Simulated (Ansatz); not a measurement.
This script for cell relaxations under several functionals of Rh, space group P6_3/mmc with Ansatz's Python interface holds a mistake.

`rh_lattice.py`
```python
"""Relaxed cell of Rh under several functionals."""

import ansatz as az
import numpy as np

KGRID = (10, 10, 3)
FORCE_TOL = 0.005

def edges_and_angles(cell):
    cell = np.asarray(cell)
    a, b, c = np.linalg.norm(cell, axis=1)
    cosines = cell[1] @ cell[2] / (b * c), cell[0] @ cell[2] / (a * c), cell[0] @ cell[1] / (a * b)
    return (a, b, c, *np.degrees(np.arccos(cosines)))


def main() -> None:
    structure = (
        az.Lattice.from_parameters(2.691745, 2.691745, 8.79807, alpha=90, beta=90, gamma=120)
        .space_group(194)
        .atom("Rh", [0.0, 0.0, 0.0])
        .atom("Rh", [1 / 3, 2 / 3, 0.25])
    )

    calc = (
        structure.calculation()
        .basis(19 * az.Ha)
        .kpoints(*KGRID)
        .occupations(az.OccupationsMethod.FERMI_DIRAC)
        .relax(cell=True, force_tolerance=FORCE_TOL, max_steps=30, fix_cell=["abc"])
    )

    levels = [("pbesol", "d3bj"), ("lda", "none"), ("blyp", "d3bj")]
    print("level            a       b       c    alpha   beta  gamma  V/atom  steps")
    for name, dispersion in levels:
        seen = []
        run = calc.functional(name, dispersion=dispersion).session().plan()
        done = run.execute(on_event=lambda e: seen.append(e) if e["event"] == "relax_step" else None)
        cell = done.lattice.cell_ang
        label = name if dispersion == "none" else f"{name}+{dispersion}"
        print("{:13s} {:7.4f} {:7.4f} {:7.4f} {:6.2f} {:6.2f} {:6.2f}".format(label, *edges_and_angles(cell)), f"{abs(np.linalg.det(cell)) / len(done.lattice.sites):7.3f} {len(seen):5d}")


if __name__ == "__main__":
    main()
```

`python rh_lattice.py` gives:
```text
Traceback (most recent call last):
  File "rh_lattice.py", line 44, in <module>
    main()
    ~~~~^^
  File "rh_lattice.py", line 29, in main
    .relax(cell=True, force_tolerance=FORCE_TOL, max_steps=30, fix_cell=["abc"])
     ~~~~~^^^^^^^^^^^^^^^^^^^^^^^^^^^^^^^^^^^^^^^^^^^^^^^^^^^^^^^^^^^^^^^^^^^^^^
  ...
ansatz.errors.InputError: .relax(fix_cell[0]='abc'): not one of a, b, c, alpha, beta, gamma, b/a, c/a, c/b, volume, angles, shape  [relax.cell.fix[]]
```
(Library frames cut from the traceback.)

Why does it end like this?

The fault: unknown cell word. The correction:

```diff
--- before
+++ after
@@ -28,3 +28,3 @@
         .occupations(az.OccupationsMethod.FERMI_DIRAC)
-        .relax(cell=True, force_tolerance=FORCE_TOL, max_steps=30, fix_cell=["abc"])
+        .relax(cell=True, force_tolerance=FORCE_TOL, max_steps=30)
     )
```

After the fix:

```console
$ python rh_lattice.py
level            a       b       c    alpha   beta  gamma  V/atom  steps
pbesol+d3bj    2.6514  2.6514  8.6745  90.00  90.00 120.00  13.203     6
lda            2.6548  2.6548  8.6858  90.00  90.00 120.00  13.254     6
blyp+d3bj      2.6942  2.6942  8.8154  90.00  90.00 120.00  13.853     4
```

Reading the output:
- No spin polarisation was allowed.
- Forces vanish by symmetry, so the ions can't move, and the end may be a saddle.
- BLYP and dispersion corrections can be off by several per cent in the lattices of metals, and by several GPa in the pressure at a fixed cell.
- For a metal this k-point mesh is coarse: on a finer one energies can move by several to tens of meV an atom and pressures by half a GPa or more, differences at one mesh by less.
- This isn't the structure that Rh takes at ambient conditions.
- Timing: 41 s on 1 thread of Intel(R) Xeon(R) Processor @ 2.30GHz, on a shared host, peak memory 0.58 GiB.
